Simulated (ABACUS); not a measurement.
Crystal: MgO.

```xyz
2
Lattice="0.0000 2.0970 2.0970 2.0970 0.0000 2.0970 2.0970 2.0970 0.0000" Properties=species:S:1:pos:R:3 pbc="T T T"
Mg    0.0000    0.0000    0.0000
O     2.0970    2.0970    2.0970
```

The cell is a database's computed one.

Base run:

* Program: ABACUS 3.10.1
* Functional: PBE
* Potentials or basis: GBRV ultrasoft 1.5 PBE
* Cutoff: 544 eV
* Density cutoff: 4354 eV
* Basis: plane waves
* k mesh: 9 × 9 × 9
* Occupations: fermi-dirac, width 0.05 eV
* Spin: no spin polarisation

Its results: band gap on the k mesh 4.89 eV, direct; pressure 7.1 GPa.

Q: The run is repeated on the same cell with these changes: functional from PBE to LDA-PW92; potentials or basis from GBRV ultrasoft 1.5 PBE to GBRV ultrasoft 1.5 LDA. What comes out?

A: Band gap on the k mesh 4.81 eV, direct; pressure -3.7 GPa.

Caveats: an odd mesh through Γ misses points on the zone boundary, where band edges often lie.

Not every run made on this cell is shown here.
